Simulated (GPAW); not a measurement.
Crystal: CdS (Greenockite).

```xyz
4
Lattice="4.1500 0.0000 0.0000 -2.0750 3.5940 0.0000 0.0000 0.0000 6.7370" Properties=species:S:1:pos:R:3 pbc="T T T"
Cd    2.0750    1.1980    3.3685
Cd    0.0000    2.3960    0.0000
S     2.0750    1.1980    5.8949
S     0.0000    2.3960    2.5264
```

Base run:

* Program: GPAW 26.7.0
* Functional: SCAN
* Potentials or basis: GPAW PAW data sets (gpaw-data 1.2.1)
* Cutoff: 600 eV
* Basis: pw
* k mesh: 5 × 5 × 3
* Occupations: fermi-dirac, width 0.05 eV
* Spin: spin-orbit coupling, no magnetisation

Its results: band gap on the k mesh 1.53 eV, direct; pressure 0.0 GPa; largest force 0.078 eV/Å.

Q: The run is repeated on the same cell with these changes: functional from SCAN to r2SCAN; spin axis phi (degrees) from 0 to 45. What comes out?

A: Band gap on the k mesh 1.61 eV, direct; pressure 0.6 GPa; largest force 0.069 eV/Å.

Caveats: spin-orbit coupling was added after a scalar SCF, so levels and gaps hold it while energy, forces, pressure and moments don't; this program's spin-orbit splittings come out too wide for heavy elements; the PAW data sets were made with another functional, which shifts forces and pressure a little.

Not every run made on this cell is shown here.
